# One PBE error that shifts the table and one that reorders it

Every formula unit of a dioxide uses up exactly one O₂ molecule when it forms from its elements. If a calculation gets the energy of that molecule wrong by a fixed amount, every dioxide inherits the same error, and one third of it falls on each of the three atoms. No such count fixes the error of a band gap. The upper edge of the gap depends on the orbitals of the element bound to oxygen, and the error can differ from one oxide to the next. The PBE functional fails on both quantities in the five rutile-type crystals below, with very different consequences for the reader.

Rutile-type dioxides AO₂ (space group P4_2/mnm), relaxed with their symmetry kept, in Ansatz 0.2.0 with PBE, plane-wave PAW, scalar-relativistic, no spin polarisation, 420 eV cutoff, Gaussian smearing and Gamma-centred k meshes. Z A is the atomic number of A; energies over elements are taken at zero smearing, relative to the elements' standard states in PBE.

| formula | Z A | volume per atom (Å³) | shortest distance (Å) | k mesh | smearing width | energy over elements (eV/atom) | band gap on mesh (eV) |
| --- | --- | --- | --- | --- | --- | --- | --- |
| SiO2 | 14 | 8.05 | 1.774 | 6×6×8 | 0.05 eV | -2.588 | 5.040 |
| TiO2 | 22 | 10.65 | 1.958 | 6×6×10 | 0.02 eV | -3.016 | 1.860 |
| SnO2 | 50 | 12.58 | 2.090 | 6×6×8 | 0.02 eV | -1.612 | 0.680 |
| HfO2 | 72 | 12.85 | 2.104 | 6×6×8 | 0.02 eV | -3.435 | 3.902 |
| PbO2 | 82 | 14.82 | 2.206 | 8×8×10 | 0.1 eV | -0.793 | 0.000 |

## The energy error: nearly a common shift

The energy over elements is the energy of the crystal less that of its elements, per atom, so a more negative value means a more strongly bound oxide. Set against rough, recalled formation enthalpies, all five oxides come out too weakly bound. (The computed energies leave out temperature and zero-point motion, which should matter much less than the misses found here. Because the relaxations kept the symmetry, a distorted cell of lower energy could also have been missed; this was not tested.) For the four rows whose recalled value belongs to the same crystal structure, the shortfall lies between about 0.2 and 0.4 eV per atom. A warning sign of this kind of error is that the misses all have the same sign.

The standard explanation lies in the molecule rather than in the crystals. PBE binds the two atoms of O₂ too strongly, by roughly 1 eV (a recalled figure). To make an oxide, that bond must be broken, so the calculation charges too much for the oxygen. The oxide has no O–O bond of this kind and earns no matching bonus.

The argument becomes an estimate by counting molecules. Let $\epsilon$ be the excess binding of one O₂ molecule, $m$ the number of O₂ molecules used per formula unit and $N$ the number of atoms in that unit. If the oxide shares none of the error, its binding per atom is too weak by

$$\delta = \frac{m\,\epsilon}{N}.$$

For a dioxide $m = 1$ and $N = 3$, so $\delta$ is about 0.33 eV per atom, or roughly 100 kJ per mole of oxide. The same counting would give a monoxide, with half a molecule for two atoms, a quarter of $\epsilon$.

Take SnO₂ as the worked case. PBE binds it by 1.612 eV per atom, and adding one third of an electronvolt gives 1.95, against a recalled value near 2.0. The estimate does less well for PbO₂, where 0.793 becomes about 1.13 while the recalled value is near 0.96. SnO₂ and PbO₂ both also belong to the fit described next, but the estimate itself takes only the recalled O₂ error as input.

A constant shortfall fitted to the four structure-matched rows comes out at 0.31 ± 0.06 eV per atom, close to the counted value. An error proportional to the binding energy describes the same rows almost as well. The numbers therefore agree with the O₂ explanation but do not single it out; the case for it rests on what is known of the molecule. The printed output after this text gives both fits.

HfO₂ was left out of the fit because its recalled enthalpy belongs to the monoclinic phase, which is more stable than the rutile-type cell computed here. Part of its larger shortfall is thus a real energy difference between two crystals and no fault of PBE, but that difference was not computed, and it may cover only a small share of the excess. Leaving the row out favours the constant: the constant fit misses HfO₂ by 0.25 eV per atom, the proportional fit by only 0.08. The SiO₂ row raises no such problem, since its recalled value is that of stishovite, the dense form with this same structure. Its run and that of SnO₂ do, however, both list a soft PAW dataset where the other three rows list none, and the effect of this on their energies and gaps was not tested.

PbO₂ has the smallest shortfall, and this should not be read as PBE working better for lead. The calculation leaves out spin–orbit coupling, which stabilises the occupied 6p electrons of lead metal. In the oxide the highest filled levels are mostly of oxygen character, so the oxide should gain less. Including the coupling should therefore weaken the computed binding and bring the shortfall nearer to that of the other rows; how far was not tested.

For ranking these oxides, the energy error is mild. Neighbours in the order HfO₂, TiO₂, SiO₂, SnO₂, PbO₂ lie at least 0.4 eV per atom apart, and the recalled values give the same order. The margin is not wide, since the shortfalls of the structure-matched rows themselves differ by up to about 0.25 eV per atom; oxides closer together than that could change places. An absolute heat of formation needs a correction for oxygen. A reaction that passes oxygen from one metal to another needs none for the molecule, because O₂ drops out of the balance, though errors particular to each metal remain.

## The gap error: a reversed order

Here a look at the material itself exposes the failure. Visible light carries roughly 1.6 to 3.1 eV per photon. A crystal with the computed SnO₂ gap of 0.68 eV could absorb light across that whole range and should look dark, yet pure SnO₂ is colourless and serves as a transparent coating. The computed 1.86 eV for TiO₂ would likewise colour a material that is sold as a white pigment.

The misses are also unequal. Measured gaps are roughly 3.0 eV for TiO₂ and 3.6 eV for SnO₂ (recalled), so PBE falls short by about 1.1 eV in the first and 2.9 eV in the second. As a result it places TiO₂ above SnO₂, while experiment has them the other way round. Someone choosing the more transparent of the two from this table would choose wrongly.

Behind the shortfall stands the meaning of a gap. It is the energy needed to take an electron out of the crystal, less the energy regained when an electron is added to it elsewhere. PBE offers instead the distance between two orbital energies in a single potential. Even in the exact theory, that distance needs a correction before it equals the gap:

$$E_\mathrm{gap} = \varepsilon_\mathrm{c} - \varepsilon_\mathrm{v} + \Delta.$$

Here $\varepsilon_\mathrm{v}$ is the highest filled level, $\varepsilon_\mathrm{c}$ the lowest empty one, and $\Delta$ the jump that the exact potential makes when an electron is added. A functional such as PBE, built from the local density and its gradient, has no such jump. The printed gap is only the first difference, taken between levels that are themselves approximate. It is also read only at the points of the k mesh, which can miss the band edges, but that would make a gap look too large and so cannot explain the shortfall.

Where the lowest empty level lies depends on the metal orbital that forms it. SnO₂ and HfO₂ show this well: their shortest bonds differ by only 0.014 Å and their volumes by about 2%, yet their PBE gaps are 3.2 eV apart. Size cannot account for that. By standard chemistry the empty levels begin with Hf 5d in one crystal and with Sn 5s, mixed with oxygen, in the other.

In TiO₂ the empty levels begin with Ti 3d, and this contrast with Sn 5s may help to explain why PBE misses more in SnO₂ than in TiO₂. The Sn 5s level is antibonding towards oxygen, so it sinks when the bonds lengthen, and PBE is known to make such crystals too large, SnO₂ by several per cent in volume against its recalled cell and TiO₂ by less. The lowest Ti 3d levels point between the oxygen neighbours and should react less. Since the SnO₂ gap is known to be very sensitive to volume, this may be a sizeable part of the difference, though hardly all of it. It was not tested; a calculation at the measured cell size would show how much it matters.

## The zero that does not prove a metal

In PbO₂ the corresponding empty level is Pb 6s, which relativity pulls down further than Sn 5s. The computed distance between filled and empty levels, already small in SnO₂, almost vanishes on the mesh, and the table prints 0.000 eV. A reader could easily take the crystal for a metal.

The same calculation contains a warning against this reading. When the bands are simply filled with the available electrons, a gap of 0.019 eV remains on the mesh. The electrons, however, were smeared over a width of 0.1 eV, about five times that gap, so levels on both sides of it are partly occupied and the run is labelled metallic. Nor does the counted gap prove an insulator. PBE is expected to push the Pb 6s level below the highest oxygen levels at the zone centre, and bands that then cross between the mesh points leave just such a small counted gap on the mesh. The entropy term of the run, 0.003 eV per cell, is larger than two band edges at a single mesh point should give, which suggests such a crossing: PBE itself may well predict a semimetal here. A narrower smearing and a denser mesh would settle what PBE predicts, but they would not repair PBE. The real gap is thought to be small but finite. One recalled estimate is roughly 0.6 eV, but it is uncertain, since ordinary samples carry free electrons and conduct like metals.

Nor can the gaps be mended by one common shift, as the energies roughly can. Adding the SnO₂ miss of 2.9 eV to TiO₂ gives about 4.8 eV instead of 3.0. Adding it to the printed zero of PbO₂ gives 2.9 eV instead of 0.6; if PBE inverts the bands there, the starting point lies below zero and the sum is somewhat smaller.

In practice, the energies in this table can be used for ranking, and for rough absolute values after an oxygen correction. The gaps should be recomputed with a method that treats the added electron better, such as a hybrid functional or a GW calculation, before oxides of different metals are compared. A printed gap of zero deserves a check against the smearing width before anyone calls the material a metal.

Numerical output:

```
Binding over the elements in eV per atom:
   row    PBE  recalled  shortfall  left after O2 estimate  shortfall relative to SnO2
  SiO2  2.588         3      0.412                 0.07867                       0.024
  TiO2  3.016       3.3      0.284                -0.04933                      -0.104
  SnO2  1.612         2      0.388                 0.05467                           0
  HfO2  3.435         4      0.565                  0.2317                       0.177
  PbO2  0.793      0.96      0.167                 -0.1663                      -0.221
Shortfall expected from O2 alone (eV/atom): 0.3333
Rms left after the O2 estimate, without HfO2 (eV/atom): 0.09909
fit of weak on 4 rows (matched > 0): constant 0.3127 +/- 0.056; rms 0.0969, worst PbO2 0.146, leave-one-out rms 0.129
  rows outside the fit (model, value, miss): HfO2 0.3127, 0.565, -0.252
fit of rec on 4 rows (matched > 0): coefficient of strength 1.141 +/- 0.03; rms 0.113, worst SnO2 -0.161, leave-one-out rms 0.171
  rows outside the fit (model, value, miss): HfO2 3.919, 4, -0.0809
PBE gap of TiO2 less that of SnO2 (eV): 1.18
Recalled gap of TiO2 less that of SnO2 (eV): -0.6
Gap missing in TiO2 (eV): 1.14
Gap missing in SnO2 (eV): 2.92
Gap missing in PbO2 (eV): 0.6
TiO2 gap if shifted by the SnO2 miss (eV): 4.78
PbO2 gap if shifted by the SnO2 miss (eV): 2.92
PBE gap of HfO2 less that of SnO2 (eV): 3.222
Bond of HfO2 less that of SnO2 (angstrom): 0.014
Volume of HfO2 above that of SnO2 (percent): 2.146
Smearing width over band-count gap in PbO2 (ratio): 5.233
```
